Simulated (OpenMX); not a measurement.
Al: density of states with PBE+D3

Crystal: Al.

```
Al
1.0
    -1.58478    1.53856    1.57665
     1.58248   -1.57027    1.60607
     1.62964    1.61514   -1.60836
Al
1
Direct
  0.97679 0.97697 0.96199
```

The cell isn't the ideal one: cell strained at random at fixed volume.

| Property | Result |
| --- | --- |
| Program | OpenMX 3.8.5 |
| Task | density of states |
| Functional | PBE |
| Dispersion | D3 |
| Potentials or basis | OpenMX 2013 PBE set, Al7.0-s2p2d1, grid cutoff 300 Ry |
| k mesh | 13 × 13 × 13 |
| Occupations | fermi-dirac, width 0.05 eV |
| Spin | no spin polarisation |
| Mixing scheme | rmm-diisk |
| SCF threshold | 1e-08 Ha |
| Solver | band |
| Max SCF cycles | 100 |
| k mesh for the DOS | 17 × 17 × 17 |

```yaml
Band_gap_on_the_k_mesh: none (metal or under the smearing width)
```

States per cell in windows of 1 eV (zero at the Fermi level; states under -8 eV left out):
```tsv
from (eV)	total	Al1_p	Al1_d	Al1_s
-8.0	0.23	0.10	0.01	0.12
-7.0	0.26	0.13	0.02	0.11
-6.0	0.29	0.16	0.03	0.10
-5.0	0.32	0.20	0.04	0.08
-4.0	0.32	0.18	0.06	0.08
-3.0	0.35	0.18	0.08	0.09
-2.0	0.38	0.20	0.10	0.08
-1.0	0.39	0.20	0.11	0.08
0.0	0.41	0.21	0.12	0.08
1.0	0.44	0.24	0.13	0.06
2.0	0.47	0.26	0.15	0.06
3.0	0.45	0.24	0.16	0.04
4.0	0.45	0.23	0.19	0.04
5.0	0.46	0.21	0.22	0.03
6.0	0.48	0.20	0.24	0.04
7.0	0.49	0.20	0.25	0.04
```

Wall time 23 s on 1 thread of Arm Neoverse V1, with other jobs on the host, peak memory 0.25 GiB.

Caveat: the basis of atomic orbitals isn't converged, which shifts pressures, moduli and gaps.
